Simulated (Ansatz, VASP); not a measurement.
# One calculation of Ni, two programs

```xyz
2
Lattice="2.4490 0.0000 0.0000 -1.2245 2.1209 0.0000 0.0000 0.0000 4.0658" Properties=species:S:1:pos:R:3 pbc="T T T"
Ni    0.0000    1.4139    1.0164
Ni    1.2245    0.7070    3.0493
```

Alike in both runs: task single point; functional r2SCAN; k mesh 8 × 8 × 4; occupations fermi-dirac, width 0.1 eV; collinear spin.

```csv
,VASP,Ansatz
version,VASP 6.6.1,Ansatz 0.2.0
potentials or method,"VASP PAW PBE potentials, release 64 (Ni)","plane waves (500 eV) with PAW, scalar-relativistic"
plane-wave cutoff (eV),520,500
valence electrons in the cell,20,36
```

|  | VASP | Ansatz | Ansatz less VASP |
| --- | --- | --- | --- |
| net moment per atom (μB) | 0.71 | 0.73 | +0.023 |
| size of the moment on the site where the two differ most (μB) | 0.73 | 0.80 | +0.069 |

Site moments also hang on the region over which each program counts them. With one functional, cell and mesh, what is left measures potentials, basis and numerics. The two sets of potentials don't hold the same shells in valence. Ansatz warned: «stability_check_not_made».

Caveats: the k mesh is coarse (spacing up to 0.39 Å⁻¹), so the values aren't converged.
